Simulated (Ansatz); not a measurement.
Br:

```
Br
1.0
     3.36325   -2.32255    0.00000
     3.36325    2.32255    0.00000
     0.00000    0.00000    8.70230
Br
4
Direct
  0.36510 0.63490 0.39010
  0.13490 0.86510 0.89010
  0.63490 0.36510 0.60990
  0.86510 0.13490 0.10990
```

Base run:

| Property | Result |
| --- | --- |
| Program | Ansatz 0.2.0 |
| Functional | LDA |
| Potentials or basis | all-electron LAPW, scalar-relativistic |
| Cutoff | 319 eV |
| Density cutoff | 1276 eV |
| Basis error allowed | 0.002 eV/atom |
| k mesh | 7 × 7 × 3 |
| Occupations | fermi-dirac, width 0.05 eV |
| Spin | no spin polarisation |

Its results: band gap on the k mesh 1.76 eV, indirect (least direct gap 1.78 eV); pressure -1.2 GPa; largest force 0.694 eV/Å.

Question: After a change of settings the same cell gave: band gap on the k mesh 1.91 eV, indirect (least direct gap 1.93 eV); pressure 1.8 GPa; largest force 0.868 eV/Å. Which change was it?
A. functional from LDA to PBEsol
B. functional from LDA to PBEsol; basis error allowed from 0.002 eV/atom to 0.001 eV/atom
C. functional from LDA to PBE

Answer: C.

PBE binds less tightly than LDA, so the same cell stands under more pressure.

Not every run made on this cell is shown here.
